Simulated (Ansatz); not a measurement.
**NMR crystallography of Cs2SnI6: given against relaxed positions**

Start: a structure deposited in the COD (the entry's cell lengths or inner coordinates differ somewhat from later room-temperature determinations).

Space group Fm-3m (No. 225); a = 11.6300 Å.

```
site  Wyckoff  site symmetry       x       y       z
  Cs       8c           -43m  0.2500  0.2500  0.2500
  Sn       4a           m-3m  0.0000  0.0000  0.0000
   I      24e           4m.m  0.2450  0.5000  0.5000
```

One atom of each set is listed; the run and its k-mesh use a cell of 9 atoms with edges of 8.22, 8.22, 8.22 Å.

Level of theory: DFT, PBE, plane waves and PAW, scalar-relativistic, 420 eV cutoff, Γ-centred 5×5×5 k-points, Fermi–Dirac smearing 0.02 eV (Ansatz 0.2.0).

The largest force at the start is 0.31 eV/Å. Relaxing the ions at fixed cell moves them by 0.044 Å at most (atom 5, I) and 0.036 Å rms. End positions:

Cs (0.2500, 0.2500, 0.2500)
Sn (0.0000, 0.0000, 0.0000)
I (0.2488, 0.5000, 0.5000)

| site | moved (Å) | first shell before | first shell after | V_zz before (10²¹ V/m²) | η before |
| --- | --- | --- | --- | --- | --- |
| I | 0.044 | 1 Sn at 2.85 Å | 1 Sn at 2.89 Å | 56.6 | 0.00 |

Problem. How do the gradients change?

Solution. 

```json
{"site": "I", "V_zz after": "57.4", "η after": "0.00", "change of V_zz": "+0.87"}
```

The largest change of V_zz is on I, from 56.6 to 57.4. In per cent, |V_zz| changes by +2 on I (all sites that start above 2). Sites without a gradient aren't listed. The electronic state changes along with the positions (the gap closes), so the changes aren't those of geometry alone.

Without spin–orbit coupling the gradients at and beside I can be off by some per cent, at some sites by more.
Before: With a gap of 0.2 eV on this mesh, the gradients can still move by some per cent as the k-mesh gets denser.
After: With no gap above 0.1 eV, as in a metal, the gradients converge slowly in k; expect changes of a tenth or more on a denser mesh. Semilocal functionals make gaps too small and can close them, so the real compound need not be a metal.
